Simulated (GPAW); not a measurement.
Runs of GPAW 26.7.0 on Sb. Symmetry: Im-3m, No. 229, cubic system. The conventional cell has a = 3.743 Å, b = 3.743 Å, c = 3.743 Å, α = 90.00°, β = 90.00°, γ = 90.00°. Sb (site symmetry m-3m) has 8 Sb at 3.24 Å as nearest neighbours. This isn't the form of Sb at room conditions, which is rhombohedral.

```csv
task,level,potentials or basis,k mesh,cutoff (eV),maxiter,convergence,band path,band points,eigensolver,mesh quality,gap on the mesh (eV),pressure (GPa)
single point,r2SCAN,"GPAW PAW data sets (gpaw-data 1.2.1), pw",8 × 8 × 8,450,120,default,-,-,-,not flagged,none,-0.7
band structure,PBEsol,"PAW data sets generated in the run's folder for this functional, pw",10 × 10 × 10,600,150,-,"GHNGPH,PN",80,-,not flagged,-,(a)
single point,PBE,"GPAW PAW data sets (gpaw-data 1.2.1), pw",8 × 8 × 8,450,120,default,-,-,-,not flagged,none,-0.1
band structure,RPBE,"the program's PAW data sets (release 1.2.1) made for this functional, pw",10 × 10 × 10,600,150,-,"GHNGPH,PN",80,-,not flagged,-,4.2
band structure,PBE,"GPAW PAW data sets (gpaw-data 1.2.1), pw",10 × 10 × 10,600,150,-,"GHNGPH,PN",80,-,not flagged,-,2.8
band structure,BLYP,"PAW data sets generated in the run's folder for this functional, pw",10 × 10 × 10,600,150,-,"GHNGPH,PN",80,davidson,not flagged,-,(c)
band structure,revPBE,"the program's PAW data sets (release 1.2.1) made for this functional, pw",10 × 10 × 10,600,150,-,"GHNGPH,PN",80,-,not flagged,-,(b)
hybrid scf,r2SCAN0+D4,"GPAW PAW data sets (gpaw-data 1.2.1), pw",4 × 4 × 4,450,40,-,-,-,-,coarse,none,-
band structure,LDA,"the program's PAW data sets (release 1.2.1) made for this functional, pw",10 × 10 × 10,600,150,-,"GHNGPH,PN",80,-,not flagged,-,-1.6
band structure,r2SCAN,"GPAW PAW data sets (gpaw-data 1.2.1), pw",10 × 10 × 10,600,150,-,"GHNGPH,PN",80,-,not flagged,-,2.3
```

Alike in all rows: no spin polarisation; cell as given; smearing fermi-dirac 0.05 eV.

Problem. Estimate the missing entries.

Solution. (a) -0.4; (b) 3.8; (c) 8.6.

Caveats: some runs use coarse meshes; spin-orbit coupling is left out, which moves the levels of the heavy elements (some runs); the PAW data sets were made with another functional, which shifts forces and pressure a little (some runs); the cutoff is short for stress and forces, so pressures can be off by a GPa or more (some runs); exact exchange converges slowly with the k mesh, and this mesh is small (some runs); the scaled meta-GGA exchange is a class typed in the script (some runs); pairwise dispersion overbinds metals, which lowers pressure and volume (some runs).

A k mesh can miss the band edges, and the runs leave out spin-orbit coupling on Sb.

A gap of «none» marks a metal or a gap under the smearing width.
